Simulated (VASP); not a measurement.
Pb: relaxation of cell and atoms with PBE+MBD

Crystal: Pb.

```
Pb
1.0
     0.00000    2.47502    2.47502
     2.47502    0.00000    2.47502
     2.47502    2.47502    0.00000
Pb
1
Direct
  0.00000 0.00000 0.00000
```

```json
{
 "Program": "VASP 6.6.1",
 "Task": "relaxation of cell and atoms",
 "Functional": "PBE",
 "Dispersion": "MBD",
 "Potentials or basis": "VASP PAW PBE potentials, release 64 (Pb_d)",
 "Cutoff": "600 eV",
 "k mesh": "9 × 9 × 9",
 "Occupations": "gaussian, width 0.01 eV",
 "Spin": "no spin polarisation",
 "Optimiser": "LBFGS",
 "Further INCAR settings": "ALGO = Normal; EDIFF = 1.00e-06"
}
```

```
Relaxed volume                         : 30.27 Å³/atom
Relaxed cell                           : a = 3.498 Å, b = 3.498 Å, c = 3.498 Å, α = 60.00°, β = 60.00°, γ = 60.00°
Space group after relaxing (to 0.05 Å) : Fm-3m (No. 225)
Energy gained by relaxing              : 0.0 meV/atom
Ionic steps                            : 3
Pressure after relaxing                : 0.0 GPa
Band gap on the k mesh                 : none (metal or under the smearing width)
Dispersion energy per atom             : -0.455 eV
```

Final structure:
```
Pb
1.0
     0.00000    2.47347    2.47347
     2.47347    0.00000    2.47347
     2.47347    2.47347    0.00000
Pb
1
Direct
  0.00000 0.00000 0.00000
```

Levels at points of the mesh, in eV from the Fermi level:
```
           k point  band 3  band 4  band 5  band 6  band 7  band 8  band 9  band 10  band 11
(0.00, 0.00, 0.00)  -16.94  -16.80  -16.80  -11.63    7.57    7.57    7.57     9.90    11.50
```

Wall time 63 s on 1 thread of Intel(R) Xeon(R) Platinum 8488C (Sapphire Rapids), with other jobs on the host, peak memory 0.16 GiB.

The cell as given is a measured one (30.32 Å³/atom); PBE+MBD puts the equilibrium volume -0.2 % from it, thermal expansion not counted.

Spin-orbit coupling is left out, which matters for the levels of Pb.
